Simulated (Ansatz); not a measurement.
# NbAs in the rocksalt structure

Method: PBEsol, scalar-relativistic; no spin polarisation; PAW, 420 eV, 10×10×10 k-mesh, Gaussian smearing of 0.05 eV; code Ansatz; PAW files: Ansatz's generated set soft_2.

```yaml
crystal:
  lattice:
    - [0.00000, 2.60519, 2.60519]
    - [2.60519, 0.00000, 2.60519]
    - [2.60519, 2.60519, 0.00000]
  atoms:
    - { symbol: Nb, position: [0.50000, 0.50000, 0.50000] }
    - { symbol: As, position: [0.00000, 0.00000, 0.00000] }
```

The start was a prototype's sites filled with these elements. The Crystallography Open Database lists the compound in space group I41md, so this is a trial structure.

The cell above was scaled in volume, its shape and atoms being fixed by the lattice's symmetry. Energies are counted from the cell above.

```tsv
V (Å³/atom)	ΔE (meV/atom)	P from the stress (GPa)
16.974	15.13	7.12
17.328	3.64	3.37
17.681	0.00	0.00
18.035	3.41	-3.02
18.389	13.14	-5.73
```

Do the energies and the pressures agree? Compare −ΔE/ΔV between neighbouring points (1 meV/Å³ = 0.1602 GPa) with the mean of their pressures.

```tsv
interval (Å³/atom)	−ΔE/ΔV (GPa)	mean P (GPa)
16.97 to 17.33	5.2	5.2
17.33 to 17.68	1.6	1.7
17.68 to 18.04	-1.5	-1.5
18.04 to 18.39	-4.4	-4.4
```
They differ by 0.04 GPa at most.

What do the two routes give for V0, B0 and B0′?

A third-order Birch–Murnaghan fit of the energies: V0 = 17.68 Å³/atom, B0 = 159 GPa, B0′ = 4.4. A polynomial of P in ln V, with B = −dP/d ln V at P = 0: V0 = 17.68 Å³/atom, B0 = 159 GPa, B0′ = 4.4.

B0·V0 = 159.5 GPa × 17.68 Å³ = 17.60 eV/atom sets the scale: near the minimum ΔE ≈ ½ B0 V0 x², with x = V/V0 − 1, and a pressure of 1.6 GPa squeezes the volume by about 1 %. At the ends of the curve: x = −4.0 % predicts 14.1 meV/atom and the run gives 15.1; x = +4.0 % predicts 14.1 meV/atom and the run gives 13.1. The curve is steeper than the parabola on the compressed side and flatter on the expanded side: the bulk modulus rises with pressure. The run is a metal.
